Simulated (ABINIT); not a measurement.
Wanted: the native input for an ABINIT 10.8.3 (patched build) run.

| Property | Result |
| --- | --- |
| Task | relaxation of cell and atoms |
| Functional | PBE |
| Potentials or basis | JTH PAW PBE v2.0 |
| Cutoff | 707 eV |
| k mesh | 10 × 10 × 6 |
| Occupations | fermi-dirac, width 0.05 eV |
| Spin | no spin polarisation |
| Target pressure | 20 GPa |
| Cell freedom (optcell) | 2 |
| Cutoff smearing ecutsm (Ha) | 0.5 |
| Optimiser (ionmov) | 2 |
| Force stop (Ha/bohr) | 5e-05 |
| Fine-grid cutoff | 1306.15 eV |

AlN:

```
Al N
1.0
     3.11300    0.00000    0.00000
    -1.55650    2.69594    0.00000
     0.00000    0.00000    4.98100
Al N
2 2
Direct
  0.66667 0.33333 0.50000
  0.33333 0.66667 0.00000
  0.66667 0.33333 0.88000
  0.33333 0.66667 0.38000
```

These files were run (other wordings do the same):

run.abi

```
# Pseudopotentials
pp_dirpath "./"
pseudos "Al.GGA_PBE-JTH.xml, N.GGA_PBE-JTH.xml"

# Structure
acell 3*1.0 Angstrom
rprim
     3.1130000000     0.0000000000     0.0000000000
    -1.5565000000     2.6959370820     0.0000000000
     0.0000000000     0.0000000000     4.9810000000
ntypat 2
znucl 13 7
natom 4
typat 1 1 2 2
xred
     0.6666666667     0.3333333333     0.5000000000
     0.3333333333     0.6666666667     0.0000000000
     0.6666666667     0.3333333333     0.8800000000
     0.3333333333     0.6666666667     0.3800000000
chkprim 0
chksymtnons 0
tolsym 1.0e-6

# Plane-wave basis
ecut 26.0
pawecutdg 48.0
pawxcdev 0

# k points
kptopt 1
ngkpt 10 10 6
nshiftk 1
shiftk 0.0 0.0 0.0

# Exchange and correlation
ixc 11

# Bands and occupations
nband 12
occopt 3
tsmear 0.05 eV

# SCF cycle
nstep 100
tolvrs 1.0e-9

# Output
iomode 3
prtwf 0
prtden 0
prteig 0
prtebands 0
enunit 2

# Relaxation
ionmov 2
ntime 60
tolmxf 5.0e-5
optcell 2
dilatmx 1.08
ecutsm 0.5
strtarget 3*-6.797862e-04 3*0.0
```

Potentials or basis: JTH PAW PBE v2.0.

Command:

```sh
$ abinit run.abi > log 2>&1
```

Results of the run:

The relaxed volume is 9.78 Å³/atom, the relaxed cell is a = 3.050 Å, b = 3.050 Å, c = 4.856 Å, α = 90.00°, β = 90.00°, γ = 120.00° and the space group after relaxing (to 0.05 Å) is P6_3mc (No. 186). The energy change on relaxing (the enthalpy is what falls) is +48.4 meV/atom and the ionic steps are 8. The pressure after relaxing is 20.0 GPa and the band gap on the k mesh is 4.73 eV, direct. The valence electrons inside the program's atomic spheres are Al 0.96; N 2.65.

It took 4.3 min on 1 thread of Arm Neoverse V2 (shared host), peak memory 0.14 GiB.
